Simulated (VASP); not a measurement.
# Input and output of a VASP PBEsol relaxation of cell and atoms on BAs (zincblende)

INCAR

```
GGA = PS
NSW = 40
ISMEAR = -1
ISIF = 3
PREC = Accurate
EDIFF = 1E-7
LASPH = .TRUE.
NBANDS = 11
SIGMA = 0.02
NELM = 120
LWAVE = .FALSE.
LREAL = .FALSE.
LCHARG = .FALSE.
EDIFFG = -5E-3
IBRION = 2
ENCUT = 600
```

KPOINTS

```
KPOINTS created by Atomic Simulation Environment
0
Gamma
8 8 8
0 0 0
```

POSCAR

```
B  As
 1.0000000000000000
     0.0000000000000000    2.4046251120903746    2.4046251120903746
     2.4046251120903746    0.0000000000000000    2.4046251120903746
     2.4046251120903746    2.4046251120903746    0.0000000000000000
 B   As
   1   1
Cartesian
  0.0000000000000000 -0.0000000000000000  0.0000000000000000
  1.2023125560451871  1.2023125560451871  1.2023125560451871
```

VASP ran with the recommended PBE PAW datasets (8 valence electrons in the cell).

From OUTCAR

```
k-points           NKPTS =     29   k-points in BZ     NKDIM =     29   number of bands    NBANDS=     11

   NELECT =       8.0000    total number of electrons

   dimension x,y,z NGX =    28 NGY =   28 NGZ =   28
   dimension x,y,z NGXF=    56 NGYF=   56 NGZF=   56

  energy-cutoff  :      600.00
  volume of cell :       27.26
      direct lattice vectors                 reciprocal lattice vectors
     0.000000000  2.388783560  2.388783560    -0.209311554  0.209311554  0.209311554
     2.388783560  0.000000000  2.388783560     0.209311554 -0.209311554  0.209311554
     2.388783560  2.388783560  0.000000000     0.209311554  0.209311554 -0.209311554

 k-points in reciprocal lattice and weights: KPOINTS created by Atomic Simulation Env
   0.00000000  0.00000000  0.00000000       0.002
   0.12500000  0.00000000  0.00000000       0.016
   0.25000000  0.00000000  0.00000000       0.016
   0.37500000  0.00000000  0.00000000       0.016
   0.50000000  0.00000000  0.00000000       0.008
   0.12500000  0.12500000  0.00000000       0.012
   0.25000000  0.12500000  0.00000000       0.047
   0.37500000  0.12500000  0.00000000       0.047
   ...

 E-fermi :   6.4633

 k-point     1 :       0.0000    0.0000    0.0000
  band No.  band energies     occupation
      1      -9.3932      2.00000
      2       6.0405      2.00000
      3       6.0405      2.00000
      4       6.0405      2.00000
      5       9.2796      0.00000
      6       9.2796      0.00000
      7       9.2796      0.00000
      8      10.7182      0.00000
      9      15.3853      0.00000
     10      18.9685      0.00000
     11      18.9685      0.00000

 k-point     2 :       0.1250    0.0000    0.0000
  band No.  band energies     occupation
      1      -9.1366      2.00000
      2       4.0626      2.00000
      3       5.5982      2.00000
      4       5.5982      2.00000
      5       9.3945      0.00000
      6       9.8604      0.00000
      7       9.8604      0.00000
      8      11.9839      0.00000
      9      16.3505      0.00000
     10      17.5797      0.00000
     11      17.5797      0.00000

 k-point     3 :       0.2500    0.0000    0.0000
  band No.  band energies     occupation
      1      -8.3894      2.00000
      2       1.0764      2.00000
      3       4.8846      2.00000
      4       4.8846      2.00000
      5       9.0641      0.00000
      6      10.6555      0.00000
      7      10.6555      0.00000
      8      13.8845      0.00000
      9      17.1269      0.00000
     10      17.1881      0.00000
     11      17.1881      0.00000

 k-point     4 :       0.3750    0.0000    0.0000
  band No.  band energies     occupation
      1      -7.2784      2.00000
      2      -1.5136      2.00000
      3       4.3847      2.00000
      4       4.3847      2.00000
      5       8.7885      0.00000
      6      10.8211      0.00000
      7      10.8211      0.00000
      8      14.7389      0.00000
      9      17.6882      0.00000
     10      18.6525      0.00000
     11      18.6525      0.00000

 k-point     5 :       0.5000    0.0000    0.0000
  band No.  band energies     occupation
      1      -6.5099      2.00000
      2      -2.7897      2.00000
      3       4.2118      2.00000
      4       4.2118      2.00000
      5       8.6925      0.00000
      6      10.7659      0.00000
      7      10.7659      0.00000
      8      14.7452      0.00000
      9      18.5926      0.00000
     10      20.5353      0.00000
     11      20.5353      0.00000

 k-point     6 :       0.1250    0.1250    0.0000
  band No.  band energies     occupation
      1      -9.0506      2.00000
      2       4.5923      2.00000
      3       4.8666      2.00000
      4       4.8666      2.00000
      5       8.5587      0.00000
      6      10.8200      0.00000
      7      10.8200      0.00000
      8      11.6542      0.00000
      9      16.0648      0.00000
     10      16.7231      0.00000
     11      19.3421      0.00000

 k-point     7 :       0.2500    0.1250    0.0000
  band No.  band energies     occupation
      1      -8.4641      2.00000
      2       2.0576      2.00000
      3       4.1226      2.00000
      4       4.3902      2.00000
      5       8.8179      0.00000
      6      10.9226      0.00000
      7      11.8603      0.00000
      8      12.4570      0.00000
      9      16.1278      0.00000
     10      18.1906      0.00000
     11      18.9251      0.00000

 k-point     8 :       0.3750    0.1250    0.0000
  band No.  band energies     occupation
      1      -7.4526      2.00000
      2      -0.6092      2.00000
      3       3.6037      2.00000
      4       3.7156      2.00000
      5       9.1675      0.00000
      6      10.9474      0.00000
      7      12.0755      0.00000
      8      13.3123      0.00000
      9      17.2983      0.00000
     10      18.8272      0.00000
     11      19.8183      0.00000

 k-point     9 :       0.5000    0.1250    0.0000
  band No.  band energies     occupation
      1      -6.4196      2.00000
      2      -2.4422      2.00000
      3       2.9913      2.00000
      4       3.7260      2.00000
      5       9.2309      0.00000
      6      10.9066      0.00000
      7      11.7192      0.00000
      8      14.8605      0.00000
      9      17.7030      0.00000
     10      19.9142      0.00000
     11      20.6091      0.00000

 k-point    10 :      -0.3750    0.1250    0.0000
  band No.  band energies     occupation
      1      -6.7045      2.00000
      2      -1.9895      2.00000
      3       2.7302      2.00000
      4       4.1346      2.00000
      5       9.4442      0.00000
      6      11.0570      0.00000
      7      11.3360      0.00000
      8      14.9940      0.00000
      9      17.9615      0.00000
     10      18.0192      0.00000
     11      20.4786      0.00000

 k-point    11 :      -0.2500    0.1250    0.0000
  band No.  band energies     occupation
      1      -7.8297      2.00000
      2       0.2412      2.00000
      3       2.9075      2.00000
      4       4.8401      2.00000
      5       9.7581      0.00000
      6      10.8328      0.00000
      7      11.3441      0.00000
      8      13.6218      0.00000
      9      16.1837      0.00000
     10      17.9498      0.00000
     11      19.7155      0.00000

 k-point    12 :      -0.1250    0.1250    0.0000
  band No.  band energies     occupation
      1      -8.7150      2.00000
      2       2.7667      2.00000
      3       3.7663      2.00000
      4       5.5561      2.00000
      5       9.8570      0.00000
      6      10.0107      0.00000
      7      10.7685      0.00000
      8      12.7931      0.00000
      9      16.1445      0.00000
     10      17.5317      0.00000
     11      17.8548      0.00000

 k-point    13 :       0.2500    0.2500    0.0000
  band No.  band energies     occupation
      1      -8.0444      2.00000
      2       1.9428      2.00000
      3       3.3166      2.00000
      4       3.3166      2.00000
      5       7.6145      0.00000
      6      10.4654      0.00000
      7      13.4085      0.00000
      8      13.4085      0.00000
      9      16.2583      0.00000
     10      19.6869      0.00000
     11      20.4619      0.00000

 k-point    14 :       0.3750    0.2500    0.0000
  band No.  band energies     occupation
      1      -7.1782      2.00000
      2       0.0938      2.00000
      3       2.3576      2.00000
      4       2.8542      2.00000
      5       7.9854      0.00000
      6      10.1295      0.00000
      7      13.8060      0.00000
      8      14.1816      0.00000
      9      17.7080      0.00000
     10      20.8840      0.00000
     11      21.2003      0.00000

 k-point    15 :       0.5000    0.2500    0.0000
  band No.  band energies     occupation
      1      -6.1074      2.00000
      2      -1.6954      2.00000
      3       1.2685      2.00000
      4       2.8440      2.00000
      5       8.3369      0.00000
      6      11.8177      0.00000
      7      13.6535      0.00000
      8      13.9108      0.00000
      9      17.9411      0.00000
     10      20.9761      0.00000
     11      21.6525      0.00000

 k-point    16 :      -0.3750    0.2500    0.0000
  band No.  band energies     occupation
      1      -5.8851      2.00000
      2      -1.9818      2.00000
      3       0.6372      2.00000
      4       3.2823      2.00000
      5       8.7695      0.00000
      6      12.9633      0.00000
      7      13.2191      0.00000
      8      14.7831      0.00000
      9      16.3771      0.00000
     10      18.1076      0.00000
     11      21.8973      0.00000

 ...

  Total        0.0003850      0.0003850      0.0003850      0.0000000     -0.0000000      0.0000000
  in kB        0.0226236      0.0226236      0.0226236      0.0000000     -0.0000000      0.0000000
  external PRESSURE =       0.0226236 kB  Pullay stress =       0.0000000 kB

 POSITION                                       TOTAL-FORCE (eV/Angst)
 -----------------------------------------------------------------------------------
      0.00000      0.00000      0.00000        -0.000000     -0.000000     -0.000000
      1.19439      1.19439      1.19439         0.000000      0.000000      0.000000
 -----------------------------------------------------------------------------------
    total drift:                               -0.000000     -0.000000     -0.000000

  FREE ENERGIE OF THE ION-ELECTRON SYSTEM (eV)
  ---------------------------------------------------
  free  energy   TOTEN  =       -12.2025826058 eV

  energy  without entropy=      -12.2025826058  energy(sigma->0) =      -12.20258261
```

CONTCAR

```
B  As
   1.00000000000000
     0.0000000000000000    2.3887835596696516    2.3887835596696516
     2.3887835596696516    0.0000000000000000    2.3887835596696516
     2.3887835596696516    2.3887835596696516    0.0000000000000000
  B               As
     1     1
Direct
     0.0000000000000000    0.0000000000000000    0.0000000000000000
     0.2500000000000000    0.2500000000000000    0.2500000000000000

  0.00000000E+00  0.00000000E+00  0.00000000E+00
  0.00000000E+00  0.00000000E+00  0.00000000E+00
```

```json
{
  "relaxed cell vector lengths": "3.378, 3.378, 3.378 Å",
  "relaxed cell volume": "27.26 Å³"
}
```
